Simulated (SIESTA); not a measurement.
The system is BAs.

```
As B
1.0
     0.00000    2.38850    2.38850
     2.38850    0.00000    2.38850
     2.38850    2.38850    0.00000
As B
1 1
Direct
  0.75000 0.75000 0.75000
  0.00000 0.00000 0.00000
```

```yaml
Program: SIESTA 5.4.2
Task: single point
Functional: PBE
Potentials_or_basis: PseudoDojo 0.4 standard (PBE files)
Basis: DZP (energy shift 0.002 Ry)
Grid_cutoff: 500 Ry
Energy_shift: 0.002 Ry
k_mesh: 10 × 10 × 10
Occupations: fermi-dirac, width 0.05 eV
Spin: no spin polarisation
```

On this cell: pressure 6.8 GPa; largest force zero by symmetry; band gap on the k mesh 1.48 eV, indirect (least direct gap 3.43 eV).

The same run follows on a disturbed copy (atoms moved at random, drawn with an rms of 0.05 Å):

```
As B
1.0
     0.00000    2.38850    2.38850
     2.38850    0.00000    2.38850
     2.38850    2.38850    0.00000
As B
1 1
Cartesian
  3.5380 3.5381 3.5809
  -0.0887 -0.0276 -0.0453
```

Question: What does the disturbed cell give?

Answer: The energy moves by +17.3 meV/atom; pressure 7.1 GPa; largest force 1.068 eV/Å; band gap on the k mesh 0.93 eV, indirect (least direct gap 2.48 eV).

Forces in eV/Å, atoms in the order of the input:
```
As  -0.747  0.204 -0.737
B    0.747 -0.203  0.736
```

Stress tensor (GPa, compression positive):
```
 7.06  2.14 -0.47
 2.14  7.22  2.16
-0.47  2.16  7.07
```

Caveats: semicore shells carry a single zeta, which can move pressures by several GPa and volumes by a few percent; the basis of atomic orbitals isn't converged, which shifts pressures, moduli and gaps.

A k mesh can miss the band edges.
